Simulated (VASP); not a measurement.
**TiTe2 under changes of volume**

One of the cells (27.295 Å³/atom); the others are scaled copies at fixed shape and fractional positions:

```
CELL_PARAMETERS angstrom
3.80201 0.00000 0.00000
-1.90101 3.29264 0.00000
0.00000 0.00000 6.54103
ATOMIC_POSITIONS crystal
Te 0.33333 0.66667 0.73720
Te 0.66667 0.33333 0.26280
Ti 0.00000 0.00000 0.00000
```

```yaml
Program: VASP 6.6.1
Functional: PBEsol
Potentials_or_basis: VASP PAW PBE potentials, release 64 (Te, Ti_sv)
Cutoff: 520 eV
k_mesh: 8 × 8 × 4
Occupations: fermi-dirac, width 0.05 eV
Spin: no spin polarisation
```

```tsv
volume (Å³/atom)	energy over the lowest point (meV/atom)	pressure (GPa)	largest force (eV/Å)
25.154	4.08	2.0	0.442
25.689	0.00	0.4	0.246
26.225	0.87	-1.0	0.062
27.295	?	?	?
27.830	28.45	-4.4	0.419
28.365	44.61	-5.3	0.559
```

**Question.** What does the run at 27.295 Å³/atom give?

**Answer.** Energy over the lowest point 15.52 meV/atom; pressure -3.4 GPa; largest force 0.270 eV/Å.

Worked out: A Birch-Murnaghan fit of order 3 (a polynomial in V^(-2/3)) to the other rows has its minimum at 25.86 Å³/atom with B0 = V·E''(V) = 69 GPa and B' = 4.2 at fixed shape and positions, which overstates the stiffness. It gives 15.52 meV/atom at 27.295 Å³/atom, against the run's 15.52, and -dE/dV = -3.4 GPa, against -3.4.

Energies are extrapolated to zero smearing.

Caveats: the PAW data sets were made with another functional, which shifts forces and pressure a little; this functional lacks dispersion, which binds the layers, so the pressure and a relaxed spacing across them are unreliable.
